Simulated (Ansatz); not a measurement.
CdI₂ (started from an entry of an open crystallographic database), relaxed with r2SCAN+rVV10, was run in the plane-wave code Ansatz under altered settings. All numbers are computed, without spin polarisation but where a row says otherwise.

```xyz
3
Lattice="4.2484 0.0000 0.0000 -2.1242 3.6792 0.0000 0.0000 0.0000 6.8844" Properties=species:S:1:pos:R:3 pbc="T T T"
Cd    0.0000    0.0000    0.0000
I     0.0000    2.4528    1.7181
I     2.1242    1.2264    5.1663
```

The base run's other keys:
```yaml
kpoints:
  mp_grid: { grid: [6, 6, 4] }
hamiltonian:
  xc: pbesol
scf:
  occupations: { method: fixed }
  n_extra_bands: 4
```

It takes 7 iterations with 2093 plane waves at 420 eV and 24 k points, and leaves a mean stress of -0.62 GPa. The gap over this mesh is 2.301 eV.

Outcomes, with energy and stress as changes against the base:

| setting | outcome | ΔF (meV/atom) | Δ mean stress (GPa) | gap on the mesh (eV) | iterations |
| --- | --- | --- | --- | --- | --- |
| scf.mixing.preconditioner: kerker | converged | 0.0 | 0.00 | 2.301 | 8 |
| accuracy: low | converged | 0.0 | 0.00 | 2.301 | 7 |
| kpoints.mp_grid.shift: [0.5, 0.5, 0.5] | converged, warned | -0.7 | -0.01 | 2.295 | 7 |
| basis.ecutwfc: 750 | converged | -1.4 | 0.00 | 2.301 | 7 |
| scf.n_extra_bands: 5000 | refused | – | – | – | – |
| scf.mixing.ndim: 2 | converged | 0.0 | 0.00 | 2.301 | 8 |
| scf.mixing.preconditioner: none | converged | 0.0 | 0.00 | 2.301 | 7 |
| kpoints.mp_grid.grid: [8, 8, 1] | converged | -25 | -0.42 | 2.399 | 7 |
| basis.ecutwfc: 350 | converged, warned | +2.8 | 0.00 | 2.301 | 7 |
| scf.max_iter: 2 | not converged | – | – | – | 2 |
| scf.occupations: cold 0.05 | converged | 0.0 | 0.00 | 2.301 | 7 |
| accuracy: high | converged | 0.0 | 0.00 | 2.301 | 10 |
| hamiltonian.xc: lda | converged | – | -1.43 | 2.190 | 6 |
| hamiltonian.xc: hse6 | refused | – | – | – | – |

A dash marks a value that wasn't obtained or can't be compared. Stress is positive in compression. Its mean hides that meshes of lower symmetry stress the axes unequally.

- kpoints.mp_grid.shift: [0.5, 0.5, 0.5]. The free energy moves by -0.7 meV an atom, the mean stress by -0.01 GPa and the gap on the mesh by -0.006 eV (to 2.295). The mesh breaks the crystal's symmetry, so the stress, and any force that symmetry no longer fixes, lose it too. Warned: symmetry narrowed by mesh.
- scf.n_extra_bands: 5000. The program doesn't start. Error: inconsistent input (scf.n_extra_bands, basis.ecutwfc, kpoints): n_bands = 5027 exceeds the smallest per-k basis n_pw = 2074 (k-point 5, counted from 0 among those solved) — raise basis.ecutwfc or lower scf.n_extra_bands
- kpoints.mp_grid.grid: [8, 8, 1]. The free energy moves by -25 meV an atom, the mean stress by -0.42 GPa (single components by up to 1.1) and the gap on the mesh by +0.098 eV (to 2.399). The gap changes mostly because other points are sampled; a mesh that misses a band edge overestimates it. The mesh is too coarse.
- basis.ecutwfc: 350. 1629 plane waves in place of 2093. The free energy moves by +2.8 meV an atom, the mean stress by 0.00 GPa and the gap on the mesh by 0.000 eV (to 2.301). The basis is too small: these are errors of the cutoff. Warned: cutoff below recommended.
- scf.max_iter: 2. No converged result was reached. It stopped after 2 iterations; the base needs 7. Nothing that it printed is a property of the solid. Error: did not converge after 2 iterations: dr2 = 1.92e-3 (threshold 1.00e-7), under the density mixer `msr1`, which `scf.mixing.algorithm: auto` chose by the deck's other keys (type `scf.mixing.algorithm: msr1` to keep it) […]
- hamiltonian.xc: lda. The mean stress moves by -1.43 GPa and the gap on the mesh by -0.111 eV (to 2.190). It's another functional on the same cell, so totals aren't comparable.
- hamiltonian.xc: hse6. The input is refused before any iteration. Error: YAML parse error: line 13 column 7: hamiltonian.xc: unknown variant `hse6`, expected one of […]

Within 1 meV an atom, 0.1 GPa and 0.005 eV of the base stay: scf.mixing.preconditioner: kerker; accuracy: low; scf.mixing.ndim: 2; scf.mixing.preconditioner: none; scf.occupations: cold 0.05; accuracy: high.

Spin-orbit coupling is left out, which matters wherever the heavy atoms make up the band edges.
